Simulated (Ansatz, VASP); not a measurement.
Two plane-wave programs on Lu

The input INCAR:

```
ALGO = Normal
EDIFF = 1E-7
ENCUT = 520
GGA = PE
ISIF = 2
ISMEAR = -1
LASPH = True
LCHARG = False
LREAL = False
LWAVE = False
NBANDS = 32
NELM = 60
PREC = Accurate
SIGMA = 0.05
```

The input KPOINTS:

```
k-points
0
Gamma
  9 9 5
```

POSCAR

```
Lu
1.0
    3.4795885533      0.0000000000      0.0000000000
   -1.7397942767      3.0134120819      0.0000000000
    0.0000000000      0.0000000000      5.5136445151
Lu
2
Direct
    0.6666666667      0.3333333333      0.7500000000
    0.3333333333      0.6666666667      0.2500000000
```

File input.yaml:

```yaml
crystal:
  lattice:
    - [3.4795885533, 0.0, 0.0]
    - [-1.7397942767, 3.0134120819, 0.0]
    - [0.0, 0.0, 5.5136445151]
  atoms:
    - { symbol: Lu, position: [0.6666666667, 0.3333333333, 0.75] }
    - { symbol: Lu, position: [0.3333333333, 0.6666666667, 0.25] }
hamiltonian:
  xc: pbe
  pseudopotentials: { kind: paw }
kpoints:
  mp_grid: { grid: [9, 9, 5] }
scf:
  occupations: { method: fermi_dirac, width: 0.05 }
output:
  forces: true
  stress: true
  eigenvalues: true
  write_density: true
  write_potential: true
  elf: true
  volumetric_format: npy
```

Change from the starting cell: volume scaled by 0.98.

Alike in both runs: task single point; functional PBE; k mesh 9 × 9 × 5; occupations fermi-dirac, width 0.05 eV; no spin polarisation.

```csv
,VASP,Ansatz
version,VASP 6.6.1,Ansatz 0.2.0
potentials or method,"VASP PAW PBE potentials, release 64 (Lu)",Ansatz PAW
plane-wave cutoff (eV),520,420
valence electrons in the cell,50,50
```

|  | VASP | Ansatz | Ansatz less VASP |
| --- | --- | --- | --- |
| gap on the k mesh at the Fermi level (eV) | none | none | - |
| pressure (GPa) | 0.5 | 0.4 | -0.14 |
| largest component of the traceless stress (GPa) | 0.71 | 0.71 | +0.001 |

A gap of «none» marks a metal or a gap that the smearing closes. The functional is the same, so the differences come from potentials, cutoffs and numerics.

The runs have no spin-orbit coupling, so splittings on Lu are missing.
